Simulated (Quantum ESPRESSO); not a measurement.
Converging the SCF threshold: LiI (I4mm, 2 atoms in the cell)

```xyz
2
Lattice="2.1390 -2.1390 3.0250 2.1390 2.1390 3.0250 -2.1390 -2.1390 3.0250" Properties=species:S:1:pos:R:3 pbc="T T T"
Li     0.0354    -0.0354     0.0000
I      0.0000    -4.2781     3.0250
```

Computed with PBE, PseudoDojo standard norm-conserving (PBE) pseudopotentials (plane waves; Quantum ESPRESSO 7.5).

Base settings: ecutwfc = 75 Ry; occupations = smearing; smearing = fd; degauss = 0.0036749 Ry; potentials = {Li: Li.upf, I: I.upf}; K_POINTS = automatic 7 7 7 0 0 0; conv_thr = 1e-09 Ry.

The mesh stays at the base's, so the ladder's end is converged at best in this setting alone.

Only quantities that move along the ladder and can be compared are tabulated.

The count of work is k-points × plane waves × bands × iterations; it is no time. 

The starting cell has typed, rounded lattice constants, without a prior relaxation at this level. Its lattice was rescaled by up to half a per cent. One atom was moved a little off its site on purpose. Spin-orbit coupling is off.

| conv_thr | free energy less the last step's (meV/atom) | pressure (GPa) | largest difference of a force vector from the last step's (eV/Å) | gap on the mesh (eV) | count of work / last |
|---|---|---|---|---|---|
| 0.0073 Ry | 8.36 | 3.67 | 0.007 | 4.216 | 0.091 |
| 0.00073 Ry | 0.70 | -1.47 | 0.011 | 4.111 | 0.18 |
| 7.3e-05 Ry | 0.05 | -0.22 | 0.000 | 4.170 | 0.27 |
| 7.3e-06 Ry | 0.01 | -0.22 | 0.001 | 4.185 | 0.36 |
| 7.3e-07 Ry | 0.00 | -0.32 | 0.000 | 4.185 | 0.45 |
| 7.3e-08 Ry | 0.00 | -0.29 | 0.000 | 4.186 | 0.55 |
| 7.3e-09 Ry | 0.00 | -0.29 | 0.000 | 4.186 | 0.55 |
| 1e-09 Ry | 0.00 | -0.29 | 0.000 | 4.186 | 0.55 |
| 7.3e-10 Ry | 0.00 | -0.29 | 0.000 | 4.186 | 0.55 |
| 7.3e-12 Ry | 0.00 | -0.29 | 0.000 | 4.186 | 0.82 |
| 7.3e-14 Ry | 0.00 | -0.29 | 0.000 | 4.186 | 1.0 |

Coarsest conv_thr that holds the gap on the mesh within 0.02 eV of the last step, with all finer ones: 7.3e-05 Ry, at 0.27 of the last step's count of work; the step before is off by 0.075 eV.

Coarsest conv_thr that holds the pressure within 1 GPa of the last step, with all finer ones: 7.3e-05 Ry, at 0.27 of the last step's count of work; the step before is off by 1.2 GPa.

Coarsest conv_thr that holds the forces within 0.01 eV/Å of the last step, with all finer ones: 7.3e-05 Ry, at 0.27 of the last step's count of work; the step before is off by 0.011 eV/Å.
